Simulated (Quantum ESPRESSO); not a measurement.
# 2H-MoS2, 1 layer, rectangular cell: a series in strain along the second axis, part 2 of 7

What law, if any, do the results for 2H-MoS2, 1 layer, rectangular cell follow against strain along the second axis?

Quantum ESPRESSO 7.5; plane-wave DFT, PBE, GBRV ultrasoft pseudopotentials.

So far. Step 2 (Relaxing cell and ions of the reference):  The last row is no step: it is a fresh SCF in the final cell with a new plane-wave basis, -0 meV from the row before.

### 3. Relaxation with pw.x, -4 %

File m0.relax.in:

```
&control
  prefix = 'm0.relax'
  outdir = './out'
  pseudo_dir = './pseudo'
  nstep = 40
  forc_conv_thr = 0.0003
  calculation = 'relax'
  tstress = .true.
/
&system
  ibrav = 0
  nat = 6
  ntyp = 2
  ecutwfc = 50
  ecutrho = 250
  occupations = 'smearing'
  smearing = 'fd'
  degauss = 0.002
/
&electrons
  conv_thr = 1e-09
  mixing_beta = 0.4
  electron_maxstep = 120
  mixing_mode = 'plain'
/
&ions
/
ATOMIC_SPECIES
  S   32.0600  s_pbe_v1.4.uspp.F.UPF
  Mo  95.9500  mo_pbe_v1.uspp.F.UPF
CELL_PARAMETERS angstrom
  3.18307604300000 0.00000000000000 0.00000000000000
  0.00000000000000 5.29275603648000 0.00000000000000
  0.00000000000000 0.00000000000000 18.26259773800000
ATOMIC_POSITIONS crystal
  S   0.999999999900 0.333333776000 0.414454234500
  S   0.500000000000 0.833333714400 0.414454237300
  Mo  0.000000000000 -0.000000854000 0.500000000000
  Mo  0.500000000000 0.499999206700 0.500000000000
  S   0.999999999900 0.333333776000 0.585545765500
  S   0.500000000000 0.833333714400 0.585545762700
K_POINTS automatic
  10 6 1 0 0 0
```

On the command line:

```sh
OMP_NUM_THREADS=1 mpirun -n 4 pw.x -nk 4 -in m0.relax.in > m0.relax.out
```

The log of the run:

```text
[banner, memory and clock lines left out]
Program PWSCF v.7.5 starts
[citation notice left out]

[...]
Message from routine setup:
[...]
bravais-lattice index     =            0
     lattice parameter (alat)  =       6.0151  a.u.
     unit-cell volume          =    2076.2902 (a.u.)^3
     number of atoms/cell      =            6
     number of atomic types    =            2
     number of electrons       =        52.00
     number of Kohn-Sham states=           31
     kinetic-energy cutoff     =      50.0000  Ry
     charge density cutoff     =     250.0000  Ry
     scf convergence threshold =      1.0E-09
     mixing beta               =       0.4000
     number of iterations used =            8  plain     mixing
     energy convergence thresh.=      1.0E-04
     force convergence thresh. =      3.0E-04
     Exchange-correlation= SLA  PW   PBE  PBE
                           (   1   4   3   4   0   0   0)
     nstep                     =           40

[...]
PseudoPot. # 1 for S  read from file:
     ./pseudo/s_pbe_v1.4.uspp.F.UPF
     Pseudo is Ultrasoft + core correction, Zval =  6.0
     Generated by new atomic code, or converted to UPF format
     Using radial grid of  907 points,  6 beta functions with:
                l(1) =   0
                l(2) =   0
                l(3) =   1
                l(4) =   1
                l(5) =   2
                l(6) =   2
     Q(r) pseudized with  8 coefficients,  rinner =    1.300   1.300   1.300
                                                       1.300   1.300

     PseudoPot. # 2 for Mo read from file:
     ./pseudo/mo_pbe_v1.uspp.F.UPF
     Pseudo is Ultrasoft + core correction, Zval = 14.0
     Generated by new atomic code, or converted to UPF format
     Using radial grid of  889 points,  6 beta functions with:
                l(1) =   0
                l(2) =   0
                l(3) =   1
                l(4) =   1
                l(5) =   2
                l(6) =   2
     Q(r) pseudized with  6 coefficients,  rinner =    1.000   1.000   1.000
                                                       1.000   1.000

     atomic species   valence    mass     pseudopotential
     S                 6.00    32.06000     S ( 1.00)
     Mo               14.00    95.95000     Mo( 1.00)

      4 Sym. Ops. (no inversion) found

[...]
number of k points=    24  Fermi-Dirac smearing, width (Ry)=  0.0020
[...]
Dense  grid:   138565 G-vectors     FFT dimensions: (  32,  54, 180)

     Smooth grid:    99353 G-vectors     FFT dimensions: (  27,  45, 160)

     Initial potential from superposition of free atoms

     starting charge      51.9977, renormalised to      52.0000

     negative rho (up, down):  4.578E-03 0.000E+00
     Starting wfcs are   42 randomized atomic wfcs

     per-process dynamical memory:   124.4 Mb

     Self-consistent Calculation

     iteration #  1     ecut=    50.00 Ry     beta= 0.40
     Davidson diagonalization with overlap
     ethr =  1.00E-02,  avg # of iterations =  2.0

     Threshold (ethr) on eigenvalues was too large:
     Diagonalizing with lowered threshold

     Davidson diagonalization with overlap
     ethr =  3.77E-04,  avg # of iterations =  2.7

     negative rho (up, down):  4.707E-03 0.000E+00

     total energy              =    -375.40367956 Ry
     estimated scf accuracy    <       0.25812589 Ry

     iteration #  2     ecut=    50.00 Ry     beta= 0.40
[...]
negative rho (up, down):  4.683E-03 0.000E+00

[...]
total energy              =    -375.42975527 Ry
     estimated scf accuracy    <       0.13172343 Ry

     iteration #  3     ecut=    50.00 Ry     beta= 0.40
[...]
negative rho (up, down):  4.715E-03 0.000E+00

[...]
total energy              =    -375.45297909 Ry
     estimated scf accuracy    <       0.01499752 Ry

     iteration #  4     ecut=    50.00 Ry     beta= 0.40
[...]
negative rho (up, down):  4.719E-03 0.000E+00

[...]
total energy              =    -375.45388518 Ry
     estimated scf accuracy    <       0.00256611 Ry

     iteration #  5     ecut=    50.00 Ry     beta= 0.40
[...]
negative rho (up, down):  4.704E-03 0.000E+00

[...]
total energy              =    -375.45428979 Ry
     estimated scf accuracy    <       0.00114517 Ry

     iteration #  6     ecut=    50.00 Ry     beta= 0.40
[...]
negative rho (up, down):  4.700E-03 0.000E+00

[...]
total energy              =    -375.45443131 Ry
     estimated scf accuracy    <       0.00004594 Ry

[...]
iteration # 11     ecut=    50.00 Ry     beta= 0.40
[...]
negative rho (up, down):  4.695E-03 0.000E+00

[...]
total energy              =    -375.45446551 Ry
     estimated scf accuracy    <       0.00000024 Ry

     iteration # 12     ecut=    50.00 Ry     beta= 0.40
[...]
negative rho (up, down):  4.695E-03 0.000E+00

[...]
total energy              =    -375.45446555 Ry
     estimated scf accuracy    <          2.7E-09 Ry

     iteration # 13     ecut=    50.00 Ry     beta= 0.40
[...]
negative rho (up, down):  4.695E-03 0.000E+00

[...]
total energy              =    -375.45446555 Ry
     estimated scf accuracy    <          6.4E-09 Ry

     iteration # 14     ecut=    50.00 Ry     beta= 0.40
[...]
negative rho (up, down):  4.695E-03 0.000E+00

[...]
End of self-consistent calculation

          k = 0.0000 0.0000 0.0000 ( 12411 PWs)   bands (ev):

   -61.0726 -61.0171 -35.4300 -35.2578 -35.1542 -35.1277 -35.0017 -34.9411
   -14.5804 -13.2328 -12.3990 -12.3048  -6.2210  -6.0815  -5.2871  -4.4172
    -3.7388  -3.0983  -2.6047  -2.2193  -2.1798  -1.7614  -1.5998  -1.3868
    -0.8002  -0.4167   2.2534   2.4981   2.7409   2.7746   2.8662

          k = 0.0000 0.1002 0.0000 ( 12397 PWs)   bands (ev):

   -61.0689 -61.0208 -35.3983 -35.2510 -35.1612 -35.1193 -35.0103 -34.9750
   -14.4629 -13.1821 -12.5922 -12.3829  -6.0572  -5.9496  -5.0969  -4.2858
    -3.6452  -2.9753  -2.8804  -2.6211  -2.1226  -1.9661  -1.4691  -1.3527
    -1.0051  -0.4432   2.1491   2.5269   2.6356   2.6659   2.7139

[...]
the Fermi energy is     1.0942 ev

!    total energy              =    -375.45446555 Ry
     estimated scf accuracy    <          4.9E-10 Ry
     smearing contrib. (-TS)   =      -0.00000000 Ry
     internal energy E=F+TS    =    -375.45446555 Ry

     The total energy is F=E-TS. E is the sum of the following terms:
     one-electron contribution =   -2023.13497193 Ry
     hartree contribution      =    1013.75560862 Ry
     xc contribution           =     -72.74323742 Ry
     ewald contribution        =     706.66813517 Ry

     convergence has been achieved in  14 iterations

     negative rho (up, down):  4.695E-03 0.000E+00

     Forces acting on atoms (cartesian axes, Ry/au):

     atom    1 type  1   force =     0.00000000    0.00645431   -0.01651950
     atom    2 type  1   force =     0.00000000    0.00645475   -0.01651966
     atom    3 type  2   force =     0.00000000   -0.01290873    0.00000000
     atom    4 type  2   force =     0.00000000   -0.01290939    0.00000000
     atom    5 type  1   force =     0.00000000    0.00645431    0.01651950
     atom    6 type  1   force =     0.00000000    0.00645475    0.01651966

     Total force =     0.039894     Total SCF correction =     0.000059

     Computing stress (Cartesian axis) and pressure

     negative rho (up, down):  4.695E-03 0.000E+00
          total   stress  (Ry/bohr**3)                   (kbar)     P=       21.49
   0.00008052   0.00000000   0.00000000           11.84        0.00        0.00
   0.00000000   0.00026446   0.00000000            0.00       38.90        0.00
   0.00000000   0.00000000   0.00009323            0.00        0.00       13.71

     BFGS Geometry Optimization
     Energy error            =      1.6E-03 Ry
     Gradient error          =      1.7E-02 Ry/Bohr

     number of scf cycles    =   1
     number of bfgs steps    =   0

     energy             new  =    -375.4544655531 Ry

     new trust radius        =       0.0177359230 bohr
     new conv_thr            =       0.0000000010 Ry

ATOMIC_POSITIONS (crystal)
S                0.9999999999        0.3339790874        0.4139755652
S                0.5000000000        0.8339790691        0.4139755634
Mo               0.0000000000       -0.0012914872        0.5000000000
Mo               0.5000000000        0.4987085077        0.5000000000
S                0.9999999999        0.3339790874        0.5860244348
S                0.5000000000        0.8339790691        0.5860244366

[...]
NEW-OLD atomic charge density approx. for the potential

     negative rho (up, down):  4.681E-03 0.000E+00

     per-process dynamical memory:   138.8 Mb

[...]
!    total energy              =    -375.45564070 Ry
[...]
Total force =     0.019958     Total SCF correction =     0.000020
[...]
number of bfgs steps    =   1
[...]
energy             new  =    -375.4556406953 Ry
[...]
new trust radius        =       0.0198532994 bohr
[...]
!    total energy              =    -375.45609032 Ry
[...]
Total force =     0.004895     Total SCF correction =     0.000009
[...]
number of bfgs steps    =   2
[...]
energy             new  =    -375.4560903159 Ry
[...]
new trust radius        =       0.0034736987 bohr
[...]
!    total energy              =    -375.45611124 Ry
[...]
Total force =     0.002177     Total SCF correction =     0.000005
[...]
number of bfgs steps    =   3
[...]
energy             new  =    -375.4561112365 Ry
[...]
new trust radius        =       0.0016071532 bohr
[...]
Self-consistent Calculation

     iteration #  1     ecut=    50.00 Ry     beta= 0.40
     Davidson diagonalization with overlap
     ethr =  1.00E-06,  avg # of iterations =  3.0

     Threshold (ethr) on eigenvalues was too large:
     Diagonalizing with lowered threshold

     Davidson diagonalization with overlap
     ethr =  3.28E-09,  avg # of iterations =  5.9

     negative rho (up, down):  4.671E-03 0.000E+00

     total energy              =    -375.45611509 Ry
     estimated scf accuracy    <       0.00000051 Ry

[...]
iteration #  9     ecut=    50.00 Ry     beta= 0.40
[...]
negative rho (up, down):  4.671E-03 0.000E+00

[...]
End of self-consistent calculation

          k = 0.0000 0.0000 0.0000 ( 12411 PWs)   bands (ev):

   -61.0698 -61.0149 -35.4054 -35.2458 -35.1451 -35.1148 -34.9904 -34.9246
   -14.5005 -13.2261 -12.3286 -12.2292  -6.1437  -6.0065  -5.2781  -4.3690
    -3.6485  -2.9439  -2.4780  -2.2501  -2.1857  -1.7134  -1.4358  -1.3218
    -0.7639  -0.4790   2.2979   2.5787   2.6921   2.7260   2.7993

          k = 0.0000 0.1002 0.0000 ( 12397 PWs)   bands (ev):

   -61.0661 -61.0186 -35.3742 -35.2392 -35.1519 -35.1065 -34.9989 -34.9579
   -14.3842 -13.1722 -12.5223 -12.3143  -5.9695  -5.8734  -5.0762  -4.2459
    -3.5561  -2.8229  -2.7583  -2.5823  -2.1336  -1.9109  -1.3927  -1.2723
    -0.9592  -0.4958   2.1800   2.4923   2.5594   2.6052   2.7782

[...]
the Fermi energy is     0.9987 ev

!    total energy              =    -375.45611520 Ry
     estimated scf accuracy    <          3.7E-12 Ry
     smearing contrib. (-TS)   =      -0.00000000 Ry
     internal energy E=F+TS    =    -375.45611520 Ry

     The total energy is F=E-TS. E is the sum of the following terms:
     one-electron contribution =   -2011.45918235 Ry
     hartree contribution      =    1007.95256330 Ry
     xc contribution           =     -72.67316127 Ry
     ewald contribution        =     700.72366512 Ry

     convergence has been achieved in   9 iterations

     negative rho (up, down):  4.671E-03 0.000E+00

     Forces acting on atoms (cartesian axes, Ry/au):

     atom    1 type  1   force =     0.00000000   -0.00007787    0.00004581
     atom    2 type  1   force =     0.00000000   -0.00007746    0.00004607
     atom    3 type  2   force =     0.00000000    0.00015523    0.00000000
     atom    4 type  2   force =     0.00000000    0.00015543    0.00000000
     atom    5 type  1   force =     0.00000000   -0.00007787   -0.00004581
     atom    6 type  1   force =     0.00000000   -0.00007746   -0.00004607

     Total force =     0.000284     Total SCF correction =     0.000004

     Computing stress (Cartesian axis) and pressure

     negative rho (up, down):  4.671E-03 0.000E+00
          total   stress  (Ry/bohr**3)                   (kbar)     P=       13.57
   0.00005428   0.00000000   0.00000000            7.99        0.00        0.00
   0.00000000   0.00022353   0.00000000            0.00       32.88        0.00
   0.00000000   0.00000000  -0.00000099            0.00        0.00       -0.15

     Energy error            =      4.0E-06 Ry
     Gradient error          =      1.6E-04 Ry/Bohr

     bfgs converged in   5 scf cycles and   4 bfgs steps
     (criteria: energy <  1.0E-04 Ry, force <  3.0E-04 Ry/Bohr)

     End of BFGS Geometry Optimization

     Final energy             =    -375.4561152000 Ry

     File ./out/m0.relax.bfgs deleted, as requested
Begin final coordinates

ATOMIC_POSITIONS (crystal)
S                0.9999999999        0.3342130193        0.4132799382
S                0.5000000000        0.8342128886        0.4132799153
Mo               0.0000000000       -0.0017592609        0.5000000000
Mo               0.5000000000        0.4982407784        0.5000000000
S                0.9999999999        0.3342130193        0.5867200618
S                0.5000000000        0.8342128886        0.5867200847
End final coordinates

[...]
```

Run time: 5.3 min. Hardware: 4 MPI ranks of Arm Neoverse V1, shared host; peak memory 1.1 GiB; 21 min of CPU time.

The steps of the relaxation:

```tsv
step	energy less that of the first step (eV)	largest force (eV/Å)
1	0.0000	0.4560
2	-0.0160	0.2484
3	-0.0221	0.0532
4	-0.0224	0.0304
5	-0.0224	0.0040
```

The atoms that moved most (Å):

```tsv
atom	dx	dy	dz	length
S6	0.000	0.005	0.021	0.022
S2	0.000	0.005	-0.021	0.022
S1	0.000	0.005	-0.021	0.022
S5	0.000	0.005	0.021	0.022
Mo4	0.000	-0.009	0.000	0.009
Mo3	0.000	-0.009	0.000	0.009
```

The relaxed structure:

```xyz
6
Lattice="3.1831 0.0000 0.0000 0.0000 5.2928 0.0000 0.0000 0.0000 18.2626" Properties=species:S:1:pos:R:3
S     3.1831    1.7689    7.5476
S     1.5915    4.4153    7.5476
Mo    0.0000   -0.0093    9.1313
Mo    1.5915    2.6371    9.1313
S     3.1831    1.7689   10.7150
S     1.5915    4.4153   10.7150
```

The relaxation lowers the energy by 4 meV an atom.

Numbers from this step:

```
free energy  : -5108.3407 eV
Fermi energy : 0.9987 eV
```

(Part 2 of 7 ends here.)

[Logs are printed without paths, hosts, clocks, repeated set-up lines and the standing remarks that a program may print on its own settings, such as how far it seeks lower states.]

[Hosts, paths, dates, database ids (printed as entryN), source tags and the programs' standing remarks are cut or masked in the printed files.]

[Maps of the electrostatic potential energy from Ansatz leave out the sawtooth potential of an applied field or a dipole correction, so their vacuum need not be flat; planar profiles and work functions include it.]
